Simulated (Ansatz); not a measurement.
Structure: a 2-atom cell of BaTe started from a crystallographic database, at its r2SCAN minimum. It is cubic, Fm-3m (No. 225); a = 7.065 Å in the conventional setting, 44.08 Å³ an atom. Around Ba lie 6 Te at 3.53 Å; around Te lie 6 Ba at 3.53 Å.

```cif
data_structure
_symmetry_space_group_name_H-M 'Fm-3m'
_symmetry_Int_Tables_number 225
_cell_length_a 7.0648
_cell_length_b 7.0648
_cell_length_c 7.0648
_cell_angle_alpha 90.000
_cell_angle_beta 90.000
_cell_angle_gamma 90.000
_cell_volume 352.61
loop_
_atom_site_label
_atom_site_type_symbol
_atom_site_symmetry_multiplicity
_atom_site_Wyckoff_symbol
_atom_site_fract_x
_atom_site_fract_y
_atom_site_fract_z
_atom_site_occupancy
Ba1 Ba 4 a 0.00000 0.00000 0.00000 1
Te1 Te 4 b 0.50000 0.00000 0.00000 1
```

5 runs of Ansatz 0.2.0 on this cell differ in the functional (and in the settings that go with it). Levels are in eV from each run's valence top; v1 is the last filled band, c1 the first empty one.

Run A, mean stress -0.2 GPa (compression positive):
```
point     v2     v1    c1    c2
    Γ   0.00   0.00  4.30  4.53
    X  -0.42  -0.42  3.00  6.08
    U  -1.15  -0.79  4.07  6.61
    L  -1.13  -1.13  5.51  6.44
```

Run B, mean stress 0.0 GPa (compression positive):
```
point     v2     v1    c1    c2
    Γ   0.00   0.00  3.43  3.43
    X  -0.36  -0.36  2.00  4.97
    U  -1.00  -0.70  3.02  5.42
    L  -1.01  -1.01  4.56  5.26
```

Run C, mean stress 0.0 GPa (compression positive):
```
point     v2     v1    c1    c2
    Γ   0.00   0.00  2.87  3.02
    X  -0.35  -0.35  1.65  4.47
    U  -0.99  -0.70  2.64  4.94
    L  -1.01  -1.01  4.11  4.76
```

Run D, mean stress -0.2 GPa (compression positive):
```
point     v2     v1    c1    c2
    Γ   0.00   0.00  4.68  4.78
    X  -0.42  -0.42  3.22  6.41
    U  -1.16  -0.79  4.31  6.91
    L  -1.12  -1.12  5.78  6.75
```

Run E, mean stress -2.5 GPa (compression positive):
```
point     v2     v1    c1    c2
    Γ   0.00   0.00  2.62  2.91
    X  -0.36  -0.36  1.53  4.40
    U  -1.00  -0.71  2.53  4.83
    L  -1.03  -1.03  3.99  4.65
```

Question: Match the runs to LDA, PBE, r2SCAN, PBE0, r2SCAN0.

Answer: A is PBE0, B is r2SCAN, C is PBE, D is r2SCAN0, E is LDA. In order of the gap: LDA 1.53, PBE 1.65, r2SCAN 2.00, PBE0 3.00, r2SCAN0 3.22 eV.

Calculated for a static, non-magnetic cell.

Spin-orbit coupling is left out, which matters wherever the heavy atoms make up the band edges.

The stress of a hybrid is loosely converged in these runs.

The meshes of the hybrids are coarse, so their gaps aren't converged to the digits shown.
